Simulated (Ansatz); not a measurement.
# NiO: changing the Hubbard U on Ni d

```cif
data_structure
_symmetry_space_group_name_H-M 'Fm-3m'
_symmetry_Int_Tables_number 225
_cell_length_a 4.1718
_cell_length_b 4.1718
_cell_length_c 4.1718
_cell_angle_alpha 90.000
_cell_angle_beta 90.000
_cell_angle_gamma 90.000
_cell_volume 72.61
loop_
_atom_site_label
_atom_site_type_symbol
_atom_site_symmetry_multiplicity
_atom_site_Wyckoff_symbol
_atom_site_fract_x
_atom_site_fract_y
_atom_site_fract_z
_atom_site_occupancy
Ni1 Ni 4 a 0.00000 0.00000 0.00000 1
O1 O 4 b 0.50000 0.00000 0.00000 1
```

Kept alike: task projected density of states; functional PBEsol; k mesh 11 × 11 × 11; occupations fermi-dirac, width 0.05 eV; collinear spin, ferromagnetic start. Program: Ansatz, Ansatz PAW, cutoff 420 eV. The mesh is that of the run's cell of 2 atoms. No spin-orbit coupling.

| run | pressure (GPa) | largest site moment (μB) |
| --- | --- | --- |
| A | 6.16 | 1.74 |
| B | -7.39 | 1.15 |
| C | 4.08 | 1.71 |
| D | 0.40 | 1.61 |
| E | 3.11 | 1.69 |
| F | 1.32 | 1.64 |
| G | 2.19 | 1.66 |
| H | -1.41 | 1.54 |

Pressure is positive in compression, with a Pulay correction for the finite cutoff. The measured crystal is an antiferromagnetic insulator; a metallic or parallel state is the runs' own. How U acts hangs on the program's projectors. The runs hold the magnetic state that their start led to, which needn't be the lowest. Site moments count inside each atom's sphere or projector. All rows use potentials made for PBE. U is the effective U - J on orthogonalised atomic projectors. Double counting: fully localised limit (the default).

Question: The runs differ in the Hubbard U on Ni d alone: 0; 1; 2; 3; 4; 5; 6; 8 eV. Which run is which?

Answer: Run A is 8 eV; run B is 0 eV; run C is 6 eV; run D is 2 eV; run E is 5 eV; run F is 3 eV; run G is 4 eV; run H is 1 eV. The pressure rises from -7.39 to 6.16 GPa between 0 and 8 eV. Its step between 0 and 1 is far larger than the others, which points to a change of electronic state. The largest site moment rises from 1.15 to 1.74 μB between 0 and 8 eV. U favours whole occupations of the shell, which as a rule raises the local moment. Its step between 0 and 1 is far larger than the others, which points to a change of electronic state.
